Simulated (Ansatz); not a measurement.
# SiC (flat sheet): the cost of one run

Method: DFT PBE, scalar-relativistic, plane waves, PAW, in Ansatz 0.2.0.

3 further runs of the same task are left out: 3 set aside as unsound or not needed.

## (1) The structure to begin with

It takes space group P-6m2 (No. 187, hexagonal). The conventional cell has a = 3.097 Å, b = 3.097 Å, c = 23.800 Å, α = 90.00°, β = 90.00°, γ = 120.00°. Si (site symmetry -6m2) has 3 C at 1.79 Å in its first shell of neighbours. C (site symmetry -6m2) has 3 Si at 1.79 Å in its first shell of neighbours.

As a file:

```cif
data_structure
_symmetry_space_group_name_H-M 'P-6m2'
_symmetry_Int_Tables_number 187
_cell_length_a 3.0966
_cell_length_b 3.0966
_cell_length_c 23.8000
_cell_angle_alpha 90.000
_cell_angle_beta 90.000
_cell_angle_gamma 120.000
_cell_volume 197.64
loop_
_atom_site_label
_atom_site_type_symbol
_atom_site_symmetry_multiplicity
_atom_site_Wyckoff_symbol
_atom_site_fract_x
_atom_site_fract_y
_atom_site_fract_z
_atom_site_occupancy
Si1 Si 1 c 0.33333 0.66667 0.00000 1
C1 C 1 e 0.66667 0.33333 0.00000 1
```

This sheet was relaxed beforehand with the same method; its gap on the mesh is 2.54 eV.

## (2) Next: the zigzag ribbon, N = 4, edge spins started parallel

The ribbon is cut from the relaxed sheet, periodic along c; N counts formula units a period. The edge energy is the mean of both edges over the sheet, -443.0766 eV an atom.

The cell holds 4 Si, 4 C: a = 17.900 Å, b = 9.300 Å, c = 3.097 Å, α = 90.00°, β = 90.00°, γ = 90.00°.

## (3) Relaxation

Pressure and volume refer to the whole cell with its vacuum; only the period along c may change.

input.yaml reads:

```yaml
crystal:
  lattice:
    - [17.9, 0.0, 0.0]
    - [0.0, 9.3, 0.0]
    - [0.0, 0.0, 3.096599039]
  atoms:
    - { symbol: Si, position: [0.3002433197, 0.5, 0.5], spin: 1.0 }
    - { symbol: Si, position: [0.4500608299, 0.5, 0.0] }
    - { symbol: Si, position: [0.5998783402, 0.5, 0.5] }
    - { symbol: Si, position: [0.7496958504, 0.5, 0.0], spin: 1.0 }
    - { symbol: C, position: [0.2503041496, 0.5, 0.0], spin: 1.0 }
    - { symbol: C, position: [0.4001216598, 0.5, 0.5] }
    - { symbol: C, position: [0.5499391701, 0.5, 0.0] }
    - { symbol: C, position: [0.6997566803, 0.5, 0.5], spin: 1.0 }
basis:
  ecutwfc: 420
kpoints:
  mp_grid: { grid: [1, 1, 17] }
hamiltonian:
  xc: pbe
scf:
  occupations: { method: gaussian, width: 0.05 }
output:
  forces: true
  stress: true
  eigenvalues: true
  populations: true
  write_density: true
  write_potential: true
  elf: true
  volumetric_format: npy
magnetization:
  spin_polarized: true
relax:
  adjacent_minimum: "off"
  f_tol: 0.02
  max_steps: 45
  cell: { fix: [a, b, alpha, beta, gamma], stress_tol: 0.03 }
```

Command:

```sh
ansatz run input.yaml --threads 4 --pin off --max-ram 11264MiB --backend cpu --events-out ev --progress --plain --runs-dir out
```

Q: Estimate wall time and peak memory on 4 threads of Intel Xeon Platinum 8259CL at 2.50GHz (Skylake/Cascade Lake), shared host.

About 1.7 min, with a peak of 0.95 GiB.
